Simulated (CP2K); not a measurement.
PbSe (Clausthalite) in CP2K: convergence with eps default

The system is PbSe (Clausthalite).

```xyz
2
Lattice="4.3284 0.0000 0.0000 2.1642 3.7485 0.0000 2.1642 1.2495 3.5341" Properties=species:S:1:pos:R:3 pbc="T T T"
Pb    0.1561   -0.1020    0.1235
Se    4.4507    2.4698    1.7255
```

The cell isn't the ideal one: atoms moved at random, drawn with an rms of 0.15 Å.

```yaml
Program: CP2K 2026.2
Task: single point
Functional: LDA
Potentials_or_basis: GTH_POTENTIALS Pb GTH-PADE-q4, Se GTH-PADE-q6; DZVP-MOLOPT-SR-GTH basis
Density_cutoff: 6123 eV
k_mesh: 6 × 6 × 6
Occupations: fermi-dirac, width 0.05 eV
Spin: no spin polarisation
```

These are the settings of the first run; the series varies eps default, with any setting tied to it.

Hardware: 1 thread of Intel(R) Xeon(R) 6975P-C (Granite Rapids), on a shared host.

```tsv
eps default	energy less the tightest run, at zero smearing (meV/atom)	SCF cycles	CPU time (s)	peak memory (GiB)
1.0E-6	0.41	13	8.3	0.33
1.0E-7	-0.11	13	9.8	0.33
1.0E-8	0.00	13	12	0.33
1.0E-9	0.00	13	14	0.33
1.0E-10	0.00	13	16	0.33
1.0E-11	0.00	13	19	0.33
1.0E-12	0.00	13	23	0.33
```

Against the tightest run, the energy stays within 1 meV/atom from 1.0E-6 on. The tightest run that finished is the yardstick and may itself not be fully converged.
